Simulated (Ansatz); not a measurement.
TlCl, space group Pm-3m, a G0W0 quasiparticle calculation

With Ansatz 0.2.0, Python API.

Run as a notebook:

In [1]:
```python
import warnings

import ansatz as az
```

In [2]:
```python
XC = "pbesol"
ECUT = 630
MESH = (3, 3, 3)
TOLERANCE = 1e-09
MAX_ITERATIONS = 60
OCCUPATIONS = "fixed"
```

In [3]:
```python
warnings.simplefilter("ignore", az.DeckWarning)
```

In [4]:
```python
lattice = az.Lattice.of(
    (3.834, 0.0, 0.0),
    (0.0, 3.834, 0.0),
    (0.0, 0.0, 3.834),
)
sites = [
    ("Tl", (0.0, 0.0, 0.0)),
    ("Cl", (0.5, 0.5, 0.5)),
]
system = az.Crystal(lattice=lattice)
for symbol, position in sites:
    system = system.atom(symbol, position)

system.resolved().tree()["lattice"]
```
Out [4]:
```text
((3.834, 0.0, 0.0), (0.0, 3.834, 0.0), (0.0, 0.0, 3.834))
```

In [5]:
```python
model = (
    system.calculation()
    .functional(XC)
    .basis(ECUT)  # a bare number is in eV
    .kpoints(*MESH)  # the mesh must be finer for metals
    .scf(tolerance=TOLERANCE, max_iterations=MAX_ITERATIONS)
    .occupations(OCCUPATIONS)
    .gw(empty_bands=80, screening_cutoff=100, quasiparticle_bands=("v1", "c1"))
)
events = []
res = model.session().plan().execute(on_event=events.append, runs_dir="gw_run")
gw = next(e["data"] for e in events if e["event"] == "gw_qp")
top = gw["frontier_bands"]["highest_filled_band"]
for qp in gw["qp"]:
    if qp["ik"] == 0:
        print("band", qp["band"], "shift", round(qp["e_qp_ev"] - qp["eps_ks_ev"], 3), "eV, Z =", round(qp["z"], 3))
for key, label in (("eps_ks_ev", "Kohn-Sham"), ("e_qp_ev", "G0W0")):
    filled = max(qp[key] for qp in gw["qp"] if qp["band"] <= top)
    empty = min(qp[key] for qp in gw["qp"] if qp["band"] > top)
    print(f"{label} gap on the mesh: {empty - filled:.3f} eV")
print("static dielectric eigenvalues (RPA, this mesh):", [round(e, 3) for e in gw["screening"][0]["eps_tensor_eigenvalues"]])
```
```text
band 10 shift -0.813 eV, Z = 0.771
band 11 shift 0.551 eV, Z = 0.822
Kohn-Sham gap on the mesh: 3.880 eV
G0W0 gap on the mesh: 5.156 eV
static dielectric eigenvalues (RPA, this mesh): [4.795, 4.795, 4.795]
```

These settings explore the input space; cutoff and mesh may be short of convergence. The k-point mesh is coarse, and energy and stress weren't tested for convergence. Of the deposited cell: the entry's cell lengths or inner coordinates differ somewhat from later room-temperature determinations. The structure is a deposited one; some such entries were measured under pressure or heat, so a shift against it needn't be the functional's error alone. Mesh, empty bands and screening cutoff are small, so the quasiparticle gap isn't converged, and it is read on the mesh points alone. Spin-orbit coupling is left out, which matters for heavy elements. Wall time of the script: 4.7 s on 1 thread of Arm Neoverse V2, on a shared host, peak memory 0.36 GiB.

(Lines on the test bed's own set-up are left out of the output.)
